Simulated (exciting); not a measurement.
# Sn (Fd-3m) in exciting: settings compared

Aim: see how the results for Sn move with the level of theory and the settings. Levels: PBE, LDA-vBH+TS. Tasks: single point.

All numbers are computed with exciting (release sodium); they aren't measurements. Logs are shortened: lines on timing, memory, paths and dates and some standing lists are left out, and cuts for length are marked.

## (1) The structure

Symmetry: Fd-3m, No. 227, cubic system. Conventional cell: a = 6.467 Å, b = 6.467 Å, c = 6.467 Å, α = 90.00°, β = 90.00°, γ = 90.00°. Sn (site symmetry -43m) has 4 Sn at 2.80 Å as nearest neighbours.

This isn't the form of Sn at room conditions, which is tetragonal (white tin).

## (2) Single point, PBE

The input, input.xml:

```xml
<input>
  <title>Sn</title>
  <structure speciespath="./" tshift="false">
    <crystal scale="1">
      <basevect>0.000000000000 6.110132359031 6.110132359031</basevect>
      <basevect>6.110132359031 0.000000000000 6.110132359031</basevect>
      <basevect>6.110132359031 6.110132359031 0.000000000000</basevect>
    </crystal>
    <species speciesfile="Sn.xml" rmt="2.3">
      <atom coord="0.750000000000 0.750000000000 0.750000000000"/>
      <atom coord="0.500000000000 0.500000000000 0.500000000000"/>
    </species>
  </structure>
  <groundstate do="fromscratch" ngridk="7 7 7" rgkmax="9" gmaxvr="14" lmaxapw="10" lmaxmat="10" lmaxvr="8" xctype="GGA_PBE" stype="Gaussian" swidth="0.00040424" nempty="10" ValenceRelativity="iora*" epsengy="1e-05" epspot="1e-05" maxscl="60" tforce="true" outputlevel="normal"/>
</input>
```

Potentials or basis: all-electron LAPW+lo, shipped species files, valence relativity iora*.

Started as:

```bash
$ OMP_NUM_THREADS=1 exciting_smp
```

INFO.OUT:

```text
================================================================================
EXCITING SODIUM started
[... 10 lines left out ...]

 Lattice vectors (cartesian) :
      0.0000000000      6.1101323590      6.1101323590
      6.1101323590      0.0000000000      6.1101323590
      6.1101323590      6.1101323590      0.0000000000

 Reciprocal lattice vectors (cartesian) :
     -0.5141611456      0.5141611456      0.5141611456
      0.5141611456     -0.5141611456      0.5141611456
      0.5141611456      0.5141611456     -0.5141611456

 Unit cell volume                           :     456.2279100857
 Brillouin zone volume                      :       0.5436980245

 Species :    1 (Sn)
     parameters loaded from                 :    Sn.xml
     name                                   :    tin
     nuclear charge                         :     -50.00000000
     electronic charge                      :      50.00000000
     atomic mass                            :  216395.09200000
     muffin-tin radius                      :       2.30000000
     # of radial points in muffin-tin       :     400

     atomic positions (lattice) :
       1 :   0.75000000  0.75000000  0.75000000
       2 :   0.50000000  0.50000000  0.50000000

 Total number of atoms per unit cell        :       2

 Spin treatment                             :    spin-unpolarised

 Number of Bravais lattice symmetries       :      48
 Number of crystal symmetries               :      24

 k-point grid                               :       7    7    7
 Total number of k-points                   :      30
 k-point set is reduced with crystal symmetries

 R^MT_min * |G+k|_max (rgkmax)              :       9.00000000
 Species with R^MT_min                      :       1 (Sn)
 Maximum |G+k| for APW functions            :       3.91304348
 Maximum |G| for potential and density      :      14.00000000

 G-vector grid sizes                        :      40    40    40
 Total number of G-vectors                  :   21187

 Maximum angular momentum used for
     APW functions                          :      10
     computing H and O matrix elements      :      10
     potential and density                  :       8
     inner part of muffin-tin               :       2

 Total nuclear charge                       :    -100.00000000
 Total electronic charge                    :     100.00000000
 Total core charge                          :      60.00000000
 Total valence charge                       :      40.00000000

 Number of empty states                     :      10
 Total number of valence states             :      31

 Maximum Hamiltonian size                   :     505
 Maximum number of plane-waves              :     471
 Total number of local-orbitals             :      34

 Exchange-correlation type                  :      20
     Perdew-Burke-Ernzerhof, Phys. Rev. Lett. 77, 3865 (1996)
     Generalised gradient approximation (GGA)

 Smearing scheme                            :    Gaussian
 Smearing width                             :       0.00040424

 Using multisecant Broyden potential mixing
[... 16 lines left out ...]
+ SCF iteration number :    1                                                  +
++++++++++++++++++++++++++++++++++++++++++++++++++++++++++++++++++++++++++++++++
 Total energy                               :    -12357.20211068
 _______________________________________________________________
 Fermi energy                               :         0.18285358
 Kinetic energy                             :     13010.90386024
 Coulomb energy                             :    -25037.40157199
 Exchange energy                            :      -325.31680552
 Correlation energy                         :        -5.38759342

 DOS at Fermi energy (states/Ha/cell)       :        57.15419507

 Electron charges :
     core                                   :        60.00000000
     core leakage                           :         0.00080049
     valence                                :        40.00000000
     interstitial                           :         5.10575285
     charge in muffin-tin spheres :
                  atom     1    Sn          :        47.44712357
                  atom     2    Sn          :        47.44712357
     total charge in muffin-tins            :        94.89424715
     total charge                           :       100.00000000

++++++++++++++++++++++++++++++++++++++++++++++++++++++++++++++++++++++++++++++++
+ SCF iteration number :    2                                                  +
++++++++++++++++++++++++++++++++++++++++++++++++++++++++++++++++++++++++++++++++
 Total energy                               :    -12357.86299428
 _______________________________________________________________
 Fermi energy                               :         0.18326825
 Kinetic energy                             :     13010.52265535
 Coulomb energy                             :    -25037.66391735
 Exchange energy                            :      -325.33378947
 Correlation energy                         :        -5.38794281

 DOS at Fermi energy (states/Ha/cell)       :        53.52099330

 Electron charges :
     core                                   :        60.00000000
     core leakage                           :         0.00079678
     valence                                :        40.00000000
     interstitial                           :         5.10992987
     charge in muffin-tin spheres :
                  atom     1    Sn          :        47.44503506
                  atom     2    Sn          :        47.44503507
     total charge in muffin-tins            :        94.89007013
     total charge                           :       100.00000000
[... 296 lines left out ...]
++++++++++++++++++++++++++++++++++++++++++++++++++++++++++++++++++++++++++++++++
+ SCF iteration number :   13                                                  +
++++++++++++++++++++++++++++++++++++++++++++++++++++++++++++++++++++++++++++++++
 Total energy                               :    -12358.16948230
 _______________________________________________________________
 Fermi energy                               :         0.18375306
 Kinetic energy                             :     13010.22623529
 Coulomb energy                             :    -25037.65964829
 Exchange energy                            :      -325.34759398
 Correlation energy                         :        -5.38847532

 DOS at Fermi energy (states/Ha/cell)       :        51.85907236

 Electron charges :
     core                                   :        60.00000000
     core leakage                           :         0.00079091
     valence                                :        40.00000000
     interstitial                           :         5.12741666
     charge in muffin-tin spheres :
                  atom     1    Sn          :        47.43629146
                  atom     2    Sn          :        47.43629189
     total charge in muffin-tins            :        94.87258334
     total charge                           :       100.00000000

 RMS change in effective potential (target) :  0.837133E-08  ( 0.100000E-04)
 Absolute change in total energy   (target) :  0.128439E-05  ( 0.100000E-04)
 Charge distance                   (target) :  0.133415E-08  ( 0.100000E-04)
 Abs. change in max-nonIBS-force   (target) :   0.00000      ( 0.500000E-04)

++++++++++++++++++++++++++++++++++++++++++++++++++++++++++++++++++++++++++++++++
| Convergency criteria checked for the last 2 iterations                       +
| Convergence targets achieved. Performing final SCF iteration                 +
++++++++++++++++++++++++++++++++++++++++++++++++++++++++++++++++++++++++++++++++
 Total energy                               :    -12358.16948482
 _______________________________________________________________
 Fermi energy                               :         0.18375306
 Kinetic energy                             :     13010.22623432
 Coulomb energy                             :    -25037.65964976
 Exchange energy                            :      -325.34759406
 Correlation energy                         :        -5.38847532

 DOS at Fermi energy (states/Ha/cell)       :        51.85901617

 Electron charges :
     core                                   :        60.00000000
     core leakage                           :         0.00079091
     valence                                :        40.00000000
     interstitial                           :         5.12741665
     charge in muffin-tin spheres :
                  atom     1    Sn          :        47.43629146
                  atom     2    Sn          :        47.43629189
     total charge in muffin-tins            :        94.87258335
     total charge                           :       100.00000000

++++++++++++++++++++++++++++++++++++++++++++++++++++++++++++++++++++++++++++++++
+ Self-consistent loop stopped                                                 +
++++++++++++++++++++++++++++++++++++++++++++++++++++++++++++++++++++++++++++++++
 STATE.OUT is written

--------------------------------------------------------------------------------
- Writing atomic positions and forces                                          -
--------------------------------------------------------------------------------

 Atomic positions (lattice) :
 atom     1  Sn  :     0.75000000    0.75000000    0.75000000
 atom     2  Sn  :     0.50000000    0.50000000    0.50000000

 Total atomic forces including IBS (cartesian) :
 atom     1  Sn  :    -0.00000000   -0.00000000   -0.00000000
 atom     2  Sn  :     0.00000000    0.00000000    0.00000000

 Atomic force components including IBS (cartesian) :
 atom     1  Sn  :     0.00000000   -0.00000000   -0.00000000   HF force
                 :     0.00000000    0.00000000    0.00000000   core correction
                 :     0.00000000   -0.00000000    0.00000000   IBS correction
 atom     2  Sn  :    -0.00000000    0.00000000    0.00000000   HF force
                 :    -0.00000000   -0.00000000   -0.00000000   core correction
                 :    -0.00000000    0.00000000    0.00000000   IBS correction

********************************************************************************
* Groundstate module stopped                                                   *
********************************************************************************

================================================================================
| EXCITING SODIUM stopped                                                      =
================================================================================
```

Wall time 2.1 min (1 thread of Arm Neoverse V2, shared host); peak memory 0.15 GiB.

What came out:

- Free energy: -336282.9233 eV
- Band gap on the k mesh: none (metal or under the smearing width)
- All electrons inside the program's atomic spheres: Sn 47.44 (radii Sn 2.3 bohr)

## (3) Single point, LDA-vBH+TS (volume scaled by 1.08)

The input, run_exciting.py:

```python
import subprocess
import xml.etree.ElementTree as ET
from ase.io import read
from ase.units import Bohr

atoms = read("Sn.cif")
import spglib
from ase import Atoms
cell, positions, numbers = spglib.find_primitive((atoms.cell[:], atoms.get_scaled_positions(), atoms.numbers), symprec=1e-5)
atoms = Atoms(numbers, cell=cell, scaled_positions=positions, pbc=True)
rmt = {'Sn': 2.3}  # bohr
tasks = """
<groundstate do="fromscratch" ngridk="7 7 7" rgkmax="9" gmaxvr="14" lmaxapw="10" lmaxmat="10" lmaxvr="8" xctype="LDA_vBH" stype="Gaussian" swidth="0.00036749" nempty="10" ValenceRelativity="iora*" epsengy="1e-05" epspot="1e-05" maxscl="60" tforce="true" outputlevel="normal" vdWcorrection="TSvdW"/>
<properties>
  <TSvdW/>
</properties>
"""

root = ET.Element("input")
ET.SubElement(root, "title").text = "Sn"
structure = ET.SubElement(root, "structure", speciespath="./", tshift="false")
crystal = ET.SubElement(structure, "crystal", scale="1.0")
for vector in atoms.cell / Bohr:
    ET.SubElement(crystal, "basevect").text = " ".join(f"{x:.12f}" for x in vector)
symbols = atoms.get_chemical_symbols()
for element in dict.fromkeys(symbols):
    species = ET.SubElement(structure, "species", speciesfile=element + ".xml", rmt=str(rmt[element]))
    for symbol, position in zip(symbols, atoms.get_scaled_positions(wrap=False)):
        if symbol == element:
            ET.SubElement(species, "atom", coord=" ".join(f"{x:.12f}" for x in position))
root.extend(ET.fromstring("<tasks>" + tasks + "</tasks>"))
ET.indent(root)
ET.ElementTree(root).write("input.xml")
subprocess.run(["exciting_smp"], check=True)
```

The input, Sn.cif:

```cif
data_Sn
_cell_length_a 6.63472610
_cell_length_b 6.63472610
_cell_length_c 6.63472610
_cell_angle_alpha 90.00000000
_cell_angle_beta 90.00000000
_cell_angle_gamma 90.00000000
_space_group_name_H-M_alt 'Fd-3m'
_space_group_name_Hall 'F 4d 2 3 -1d'
_space_group_IT_number 227
loop_
_space_group_symop_operation_xyz
'x,y,z'
'-y+1/4,x+1/4,z+1/4'
'-x,-y+1/2,z+1/2'
'y+3/4,-x+1/4,z+3/4'
'x,-y,-z'
'-y+1/4,-x+3/4,-z+3/4'
'-x,y+1/2,-z+1/2'
'y+3/4,x+3/4,-z+1/4'
'z,x,y'
'z+1/4,-y+1/4,x+1/4'
'z+1/2,-x,-y+1/2'
'z+3/4,y+3/4,-x+1/4'
'-z,x,-y'
'-z+3/4,-y+1/4,-x+3/4'
'-z+1/2,-x,y+1/2'
'-z+1/4,y+3/4,x+3/4'
'y,z,x'
'x+1/4,z+1/4,-y+1/4'
'-y+1/2,z+1/2,-x'
'-x+1/4,z+3/4,y+3/4'
'-y,-z,x'
'-x+3/4,-z+3/4,-y+1/4'
'y+1/2,-z+1/2,-x'
'x+3/4,-z+1/4,y+3/4'
'-x+1/4,-y+1/4,-z+1/4'
'y,-x,-z'
'x+1/4,y+3/4,-z+3/4'
'-y+1/2,x,-z+1/2'
'-x+1/4,y+1/4,z+1/4'
'y,x+1/2,z+1/2'
'x+1/4,-y+3/4,z+3/4'
'-y+1/2,-x+1/2,z'
'-z+1/4,-x+1/4,-y+1/4'
'-z,y,-x'
'-z+3/4,x+1/4,y+3/4'
'-z+1/2,-y+1/2,x'
'z+1/4,-x+1/4,y+1/4'
'z+1/2,y,x+1/2'
'z+3/4,x+1/4,-y+3/4'
'z,-y+1/2,-x+1/2'
'-y+1/4,-z+1/4,-x+1/4'
[... 89 lines left out ...]
'-z+1/4,x+1/4,y+1/4'
'-z,-y+1/2,x+1/2'
'z+3/4,-x+1/4,y+3/4'
'z,y,x'
'z+1/4,x+1/4,-y+1/4'
'z+1/2,-y+1/2,-x'
'-y+3/4,-z+1/4,-x+3/4'
'-x+1/2,-z,y+1/2'
'y+1/4,-z+3/4,x+3/4'
'x+1/2,-z+1/2,-y'
'y+3/4,z+1/4,-x+3/4'
'x,z+1/2,y+1/2'
'-y+1/4,z+3/4,x+3/4'
'-x,z,-y'
'x+1/2,y+1/2,z'
'-y+3/4,x+3/4,z+1/4'
'-x+1/2,-y,z+1/2'
'y+1/4,-x+3/4,z+3/4'
'x+1/2,-y+1/2,-z'
'-y+3/4,-x+1/4,-z+3/4'
'-x+1/2,y,-z+1/2'
'y+1/4,x+1/4,-z+1/4'
'z+1/2,x+1/2,y'
'z+3/4,-y+3/4,x+1/4'
'z,-x+1/2,-y+1/2'
'z+1/4,y+1/4,-x+1/4'
'-z+1/2,x+1/2,-y'
'-z+1/4,-y+3/4,-x+3/4'
'-z,-x+1/2,y+1/2'
'-z+3/4,y+1/4,x+3/4'
'y+1/2,z+1/2,x'
'x+3/4,z+3/4,-y+1/4'
'-y,z,-x'
'-x+3/4,z+1/4,y+3/4'
'-y+1/2,-z+1/2,x'
'-x+1/4,-z+1/4,-y+1/4'
'y,-z,-x'
'x+1/4,-z+3/4,y+3/4'
'-x+3/4,-y+3/4,-z+1/4'
'y+1/2,-x+1/2,-z'
'x+3/4,y+1/4,-z+3/4'
'-y,x+1/2,-z+1/2'
'-x+3/4,y+3/4,z+1/4'
'y+1/2,x,z+1/2'
'x+3/4,-y+1/4,z+3/4'
'-y,-x,z'
'-z+3/4,-x+3/4,-y+1/4'
'-z+1/2,y+1/2,-x'
'-z+1/4,x+3/4,y+3/4'
'-z,-y,x'
'z+3/4,-x+3/4,y+1/4'
'z,y+1/2,x+1/2'
'z+1/4,x+3/4,-y+3/4'
'z+1/2,-y,-x+1/2'
'-y+3/4,-z+3/4,-x+1/4'
'-x+1/2,-z+1/2,y'
'y+1/4,-z+1/4,x+1/4'
'x+1/2,-z,-y+1/2'
'y+3/4,z+3/4,-x+1/4'
'x,z,y'
'-y+1/4,z+1/4,x+1/4'
'-x,z+1/2,-y+1/2'
loop_
_atom_site_label
_atom_site_type_symbol
_atom_site_symmetry_multiplicity
_atom_site_Wyckoff_symbol
_atom_site_fract_x
_atom_site_fract_y
_atom_site_fract_z
_atom_site_occupancy
Sn1 Sn 8 a 0.2500000000 0.2500000000 0.2500000000 1
```

Potentials or basis: all-electron LAPW+lo, shipped species files, valence relativity iora*.

Started as:

```bash
$ OMP_NUM_THREADS=1 python run_exciting.py
```

It took 3.6 min on 1 thread of Arm Neoverse V1, shared host; peak memory 0.16 GiB.

Results (log left out):

```yaml
Free_energy: -336039.0200 eV
Band_gap_on_the_k_mesh: none (metal or under the smearing width)
All_electrons_inside_the_program's_atomic_spheres: Sn 47.42 (radii Sn 2.3 bohr)
Dispersion_energy_per_atom: -0.309 eV
```

Levels at points of the mesh, in eV from the Fermi level:
```tsv
k point	band 16	band 17	band 18	band 19	band 20	band 21	band 22	band 23	band 24	band 25
(0.00, 0.00, 0.00)	-20.96	-10.03	-1.10	0.30	0.30	0.30	2.35	2.35	2.35	5.03
```
